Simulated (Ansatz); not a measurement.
KBr:

```
Br K
1.0
     0.00000    3.30000    3.30000
     3.30000    0.00000    3.30000
     3.30000    3.30000    0.00000
Br K
1 1
Direct
  0.50000 0.50000 0.50000
  0.00000 0.00000 0.00000
```

* Program: Ansatz 0.2.0
* Task: relaxation of cell and atoms
* Functional: revPBE
* Dispersion: D4
* Potentials or basis: Ansatz PAW
* Cutoff: 420 eV (not typed: the program's choice for these potentials)
* k mesh: 7 × 7 × 7
* Occupations: fermi-dirac, width 0.05 eV
* Spin: no spin polarisation

At the start: volume 35.94 Å³/atom.

Task: How do energy, volume and symmetry change on relaxing?

Result: It ends after 4 steps and the volume is 37.99 Å³/atom (+5.7 %); space group Fm-3m (No. 225, to 0.05 Å).

Step by step:
| step | energy change (eV) | largest force (eV/Å) | volume (Å³) |
| --- | --- | --- | --- |
| 1 | 0.0000 | 0.0000 | 71.87 |
| 2 | -0.0073 | 0.0000 | 73.72 |
| 3 | -0.0106 | 0.0000 | 75.97 |
| 4 | -0.0107 | 0.0000 | 75.97 |

Final structure:
```yaml
crystal:
  lattice:
    - [0.00000, 3.36155, 3.36155]
    - [3.36155, 0.00000, 3.36155]
    - [3.36155, 3.36155, 0.00000]
  atoms:
    - { symbol: Br, position: [0.50000, 0.50000, 0.50000] }
    - { symbol: K, position: [0.00000, 0.00000, 0.00000] }
```

Caveat: the plane-wave basis is chosen anew once the cell has moved, so the energies of steps on either side of that aren't comparable; the PAW data sets come from PBE, with cores solved anew for the run's functional, which leaves a small shift of forces and pressure.
